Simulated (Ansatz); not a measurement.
## Strain response of GaN

Theory: DFT PBE, scalar-relativistic, plane waves, PAW (Ansatz 0.2.0). Run with 420 eV cutoff, 12×12×6 k-mesh, Gaussian smearing of 0.02 eV, no spin polarisation.

Reference structure (relaxed):

```yaml
crystal:
  lattice:
    - [3.21837, 0.00000, 0.00000]
    - [-1.60919, 2.78719, 0.00000]
    - [0.00000, 0.00000, 5.24317]
  atoms:
    - { symbol: Ga, position: [0.66667, 0.33333, 0.49913] }
    - { symbol: Ga, position: [0.33333, 0.66667, 0.99913] }
    - { symbol: N, position: [0.66667, 0.33333, 0.87587] }
    - { symbol: N, position: [0.33333, 0.66667, 0.37587] }
```

Deformation: biaxial strain in the a-b plane, with the length and tilt of c and the atoms relaxed, all within the symmetry that the strain leaves. Energies are extrapolated to zero smearing. Gaps are Kohn–Sham gaps over the whole zone.

```tsv
strain (%)	ΔE (meV/atom)	a (Å)	b (Å)	c (Å)	gap (eV)
-6.0	120.2	3.025	3.025	5.391	1.71
-4.0	51.4	3.090	3.090	5.340	1.79
-2.0	12.3	3.154	3.154	5.291	1.79
+0.0	0.0	3.218	3.218	5.243	1.71
+2.0	11.2	3.283	3.283	5.197	1.47
+4.0	42.7	3.347	3.347	5.151	1.20
+6.0	91.3	3.411	3.411	5.105	0.95
```

Task: What stiffness (1/V) d²E/dε² at zero strain does a cubic fit over all points give?

Result: A cubic fit gives (1/V) d²E/dε² = 800 GPa at zero strain (twice the biaxial modulus).

Task: How does the free axis c answer a small strain?

Result: Between the innermost points its strain is -0.45 times the applied one.

Task: How fast does the gap move with strain on either side?

Result: -38 meV per percent on the compressed side and -119 meV per percent on the stretched side; it is direct at -2.0 %, direct at zero and direct at +2.0 %.